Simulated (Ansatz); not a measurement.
# Sb (I4/mmm) in Ansatz: single point with PBE0

Aim: the single point of Sb with PBE0.

Program: Ansatz 0.2.0. These are calculated values, not measurements. Logs are shortened: lines on timing, memory, paths and dates and some standing lists are left out, and cuts for length are marked.

## (1) The structure

Symmetry: I4/mmm, No. 139, tetragonal system. Conventional cell: a = 3.153 Å, b = 3.153 Å, c = 5.424 Å, α = 90.00°, β = 90.00°, γ = 90.00°. Sb (site symmetry 4/mmm) has 12 Sb at 3.15 to 3.51 Å as nearest neighbours.

This isn't the form of Sb at room conditions, which is rhombohedral.

## (2) Single point, PBE0

Contents of input:

```
crystal:
  lattice:
    - [-1.5765401831, 1.5765401831, 2.7119384313]
    - [1.5765401831, -1.5765401831, 2.7119384313]
    - [1.5765401831, 1.5765401831, -2.7119384313]
  atoms:
    - { symbol: Sb, position: [0.0, 0.0, 0.0] }
hamiltonian:
  xc: pbe0
  pseudopotentials: { kind: paw }
kpoints:
  mp_grid: { grid: [8, 8, 8] }
scf:
  occupations: { method: fermi_dirac, width: 0.05 }
output:
  forces: true
  stress: true
  eigenvalues: true
```

Potentials or basis: Ansatz PAW.

Log:

```text
Warning: output.stress: scf.convergence.dr2_threshold = 1e-7 eV (the SCF's general default) is looser than the 1e-10 eV advised for a printed stress (1e-10 eV for each atom of the cell: 1). What an SCF threshold leaves in a stress goes as its square root, and in the free energy as the threshold itself, and one threshold admits the most on a small cell: of the crystals measured, under no hybrid functional and no lock of the moments, on runs that ended without the residual-converged pass, on stresses that held no estimate of that error, the worst erred by over 100 MPa in a component at 1e-7 eV an atom and by under 5 at 1e-10. Set scf.convergence.dr2_threshold to 1e-10 eV or tighter. The threshold is an SCF's pass mark: one that does not reach it within its budget of iterations ends unconverged, or closes short of it on a stop that the run arms, and scf.convergence.dr2_threshold's page says what that costs each kind of run
Warning: output.stress: scf.exx.energy_threshold = 1e-6 eV is looser than the 1e-8 eV advised for a stress under a hybrid functional (1e-8 eV for each atom of the cell: 1). Every SCF of the exchange loop can meet its threshold on dr2 while the loop round them stops early: no threshold on dr2 bounds what that leaves in the stress. Set scf.exx.energy_threshold to 1e-8 eV or tighter. The threshold is the loop's pass mark: a loop that does not reach it within its budget of cycles ends unconverged, and scf.exx.energy_threshold's page has the law
GPUs: using 1 of 1 available (devices: 1).
Engine: ansatz 0.2.0, x86_64-unknown-linux-gnu
Pseudopotentials: kind: paw
Pseudopotential: Sb, paw, valence charge 15, recommended cutoff 420 eV (normal), Sb.paw.azcp
Functional definition: PBE0
  parameter a = 0.25
  parameter kappa = 0.804
  parameter beta = 0.06672455060314922
  exchange = (1 - a)*pbe_x(kappa = kappa, mu = beta*pi^2/3) + a*exact_x
  correlation = pbe_c(beta = beta)
device memory: the entry about to start is reckoned to put 0.7 GiB on a device that reports 56.8 GiB free (of which the cap on the GPU budget leaves the run 18.0 GiB)
GPU FFT provider: cuFFT
GPU libraries: cuBLAS 13.8.2, cuFFT 12.4.0, cuSOLVER 12.3.4
Crystal: 1 atoms, lattice volume = 26.962 Å³
Basis set: ecut = 420 eV, 517 PW (Γ), exchange–correlation on 48×48×48 points (8 copies of the dense FFT grid, shifted against one another)
Bands: 12, of which v1, the nominal top of the filled ones, is band 8 counted from 1 (7 counted from 0)
Symmetry: 16 space group operations
Space group: I4/mmm (ITA 139), of the structure as read, at distance tolerance 3.0e-5 Å
k-points: 59 of 512
Non-local potential: Sb, projectors of the file, l = 0: 2, l = 1: 2, l = 2: 2, l = 3: 2
PAW form: soft (Blöchl's): semilocal exchange-correlation on the pseudo side does not see the compensation charge
PAW frozen core: Sb, regenerated for the run's functional, and the local potential with it (the file was generated under x = pbe(κ = 0.804, μ = 0.2195149727645171), c = pbe(β = 0.06672455060314922))
PAW one-centre angular grid: Sb, 590 points (default); XC on 64 Gauss nodes
Initial density: superposition of atomic densities (neutral atoms: chi_scale 0, normalization atom), corrected by the library's trained network
Initial wavefunctions: pseudopotential atomic-orbital guess
GPU buffer pool allocated for 13824 grid points (all kernels)
GPU transforms: local potential and band sums: pruned to the plane-wave sphere, on 24×24×24
Functional: x = pbe(κ = 0.804, μ = 0.2195149727645171), c = pbe(β = 0.06672455060314922), warm-up for x = 0.75 pbe(κ = 0.804, μ = 0.2195149727645171) + 0.25 exact, c = pbe(β = 0.06672455060314922)
SCF iter   1: F=—  HF=-6484.179354 eV  |F-HF|=—  |Δ(HF+E_count)|=         —  Δρ=1.07e-3  dr2=2.37e-4  ethr=1.77e-3  ⟨swp⟩=10.8  Hψ=3476  notcnv=0
preconditioner: auto → Kerker (q_TF=auto, 2.474 Å⁻¹)  [metal: Δε(μ)=0.104 eV  Ē_g=12.537 eV  σ=0.050 eV  W_gap=0.48  n_scr=10 (ndim 8)  ℏωp=16.0 eV  f_vac=0.000  D(μ)=0.83/eV (n_scr^D=10)]
[... 43 lines left out ...]
Frozen-core exchange: fock
SCF iter   1: F=—  HF=-6487.484644 eV  |F-HF|=—  |Δ(HF+E_count)|=         —  Δρ=8.19e-5  dr2=7.93e-6  ethr=5.12e-7  ⟨swp⟩=4.6  Hψ=1798  notcnv=0
preconditioner: auto → none  [insulator: Δε(μ)=0.456 eV  Ē_g=14.484 eV  σ=0.050 eV  W_gap=0.95  n_scr=10 (ndim 8)  ℏωp=16.0 eV  f_vac=0.000  D(μ)=0.08/eV (n_scr^D=0)]
SCF iter   2: F=—  HF=-6487.484643 eV  |F-HF|=—  |Δ(HF+E_count)|=   3.77e-7  Δρ=1.35e-5  dr2=6.50e-6  ethr=9.76e-9  ⟨swp⟩=3.0  Hψ=1364  notcnv=0
SCF iter   3: F=—  HF=-6487.484894 eV  |F-HF|=—  |Δ(HF+E_count)|=   2.50e-4  Δρ=1.40e-5  dr2=8.12e-8  ethr=1.28e-10  ⟨swp⟩=4.8  Hψ=2600  notcnv=0  defer=3
SCF iter   4: F=—  HF=-6487.484894 eV  |F-HF|=—  |Δ(HF+E_count)|=   2.42e-8  Δρ=3.59e-6  dr2=3.45e-8  ethr=1.28e-10  ⟨swp⟩=3.1  Hψ=1620  notcnv=0  defer=2
SCF iter   5: F=-6487.484894 eV  HF=-6487.484894 eV  |F-HF|=1.33e-9  |Δ(HF+E_count)|=   2.60e-7  Δρ=2.61e-6  dr2=3.82e-9  ethr=1.37e-11  ⟨swp⟩=4.9  Hψ=1875  notcnv=0  defer=12
SCF 4 converged in 5 iterations: F = -6487.484894 eV  dr2 = 3.82e-9
  Residual-converged pass: ⟨swp⟩=2.1  Hψ=1081  notcnv=0  max |occ|·‖R‖ = 2.3e-6 eV (tolerance 2.4e-6 eV)  dr2=3.81e-9  dr2_onsite=1.19e-10  max |Δocc| = 2.8e-13
hybrid outer 3: dexx = +1.032e-6 eV, tail = 1.35e-8 eV, Δε = 2.47e-2 eV (about 8.25e-4 eV left of the loop's levels)
hybrid SCF converged: 3 outer / 11 inner (+6 warm-up), last move |dexx| = 1.03e-6 eV, tail = 1.35e-8 eV
Stability not checked: this state was not tested for a lower state beside it, because the functional holds exact exchange (a hybrid, or Hartree-Fock), whose exchange loop this test does not read (fock_operator; see scf.lower_state_search)
Free energy (F): -6487.484894 eV
Frozen-core exchange: fock
Harris-Foulkes:  -6487.484894 eV  (|F-HF|=1.33e-9)
Internal energy: -6487.483909 eV  (E = F + TS)
E sigma→0 (E₀):  -6487.484401 eV
Entropy (-TS):   -0.000985 eV (-0.985 meV/atom)
Fermi energy:    11.894340 eV
--- Per-component energies (eV) ---
  E_band       = -181.068428
  E_kinetic    = 205.989472
  E_local      = -1437.116697  (includes V_loc(G=0)·N_el)
  E_nonlocal   = 361.208465
  E_hartree    = 657.439275
  E_xc         = -106.784005
  E_vxc        = -74.660607  (∫ρ·V_xc dr)
  E_exx        = -46.457066  (= α·E_x^exact, valence–valence)
  E_paw        = -4563.718061  (= ΣΔE_a)
  E_vpaw       = -458.453073  (= ΣTr[D̂ρ^β])
  E_aug_tail   = -0.000001  (compensation charges beyond the density's cutoff)
  E_ewald      = -1558.084815
  E_core_change = 0.039526  (= ΣΔE_core)
  E_smearing   = -0.000985  (= −TS)
  E_closure    = -0.000000  (closes the sum)
  Σ components = -6487.484894   (vs F -6487.484894, Δ=0.00e0)
--- Forces (eV/Å), atoms counted from 1 ---
  atom   1  Sb     0.00000000     0.00000000     0.00000000
  max |Σ_I F_I| component: 3.16e-30 eV/Å
--- Stress (GPa, compression-positive) ---
       -1.079076      -0.000000      -0.000000
       -0.000000      -1.079076       0.000000
        0.000000       0.000000       0.191232
  P = ⅓ Tr σ = -0.6556 GPa (-6.556 kbar)
--- Band table (eV; the first three rows and the last of 59) ---
  k-point 0: bands = ["-20.8282", "-20.7698", "-20.7336", "-20.7336", "-20.6804", "-3.3454", "17.2953", "18.1212", "18.1212", "22.5899", "23.3135", "23.8853"]
  k-point 1: bands = ["-20.7985", "-20.7587", "-20.7422", "-20.7299", "-20.6916", "-2.8180", "15.9527", "16.3790", "16.3799", "20.6397", "22.9731", "24.0691"]
  k-point 2: bands = ["-20.7629", "-20.7396", "-20.7255", "-20.7204", "-20.7136", "-1.2469", "13.1346", "13.3252", "14.5694", "18.4573", "20.0995", "24.0178"]
  k-point 58: bands = ["-20.8491", "-20.7835", "-20.6810", "-20.6810", "-20.6676", "0.8468", "4.6885", "14.3062", "14.3062", "18.3348", "18.6240", "34.3748"]
```

Run time: 28 s. Hardware: 1 × NVIDIA H100 80GB HBM3 with 2 threads of AMD EPYC 7R13 (Zen 3), shared host; peak memory 2.5 GiB.

Results:

- Free energy: -6487.4849 eV
- Pressure: -0.7 GPa
- Band gap on the k mesh: none (metal or under the smearing width)

Stress tensor (GPa, compression positive):
```
-1.08  0.00  0.00
 0.00 -1.08  0.00
 0.00  0.00  0.19
```

Caveat: the PAW data sets come from PBE, with cores solved anew for the run's functional, which leaves a small shift of forces and pressure; the thresholds are loose for stress. Spin-orbit coupling is left out, which matters for the levels of Sb.
